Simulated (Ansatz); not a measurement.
Write the native input for Ansatz 0.2.0 that does the following.

```yaml
Task: single point
Functional: PBEsol
Potentials_or_basis: all-electron LAPW, scalar-relativistic
Cutoff: 262 eV (chosen from the basis error)
Basis_error_allowed: 0.001 eV/atom
k_mesh: 12 × 12 × 6
Occupations: fermi-dirac, width 0.05 eV
Spin: collinear spin, antiferromagnetic start
Starting_moments: "[2.0, -2.0] μB"
```

The system is V.

```
V
1.0
     2.60429    0.00000    0.00000
    -1.30215    2.25538    0.00000
     0.00000    0.00000    4.72334
V
2
Direct
  0.33333 0.66667 0.25000
  0.66667 0.33333 0.75000
```

This isn't the form of V at room conditions, which is bcc.

One way to write it, as run:

input.yaml

```yaml
crystal:
  lattice:
    - [2.6042941027, 0.0, 0.0]
    - [-1.3021470513, 2.2553848518, 0.0]
    - [0.0, 0.0, 4.723336]
  atoms:
    - { symbol: V, position: [0.3333333333, 0.6666666667, 0.25], spin: 2.0 }
    - { symbol: V, position: [0.6666666667, 0.3333333333, 0.75], spin: -2.0 }
kpoints:
  mp_grid: { grid: [12, 12, 6] }
scf:
  occupations: { method: fermi_dirac, width: 0.05 }
hamiltonian:
  xc: pbesol
  pseudopotentials: { kind: all_electron, lapw: { basis_error: 0.001 } }
magnetization:
  spin_polarized: true
output:
  forces: true
  stress: true
  eigenvalues: true
```

Potentials or basis: all-electron LAPW, scalar-relativistic.

Launch:

```bash
$ ansatz run input.yaml --threads 2 --pin off --max-ram 6144MiB --backend cpu --events-out ev --progress --plain --runs-dir out
```

Results of the run:

- Pressure: -7.2 GPa
- Band gap on the k mesh: none (metal or under the smearing width)
- Net moment: 0.00 μB per cell
- Absolute moment: 0.00 μB per cell

Caveat: the starting moments weren't kept.

It took 61 s on 2 threads of Arm Neoverse V2, on a shared host, peak memory 0.49 GiB.
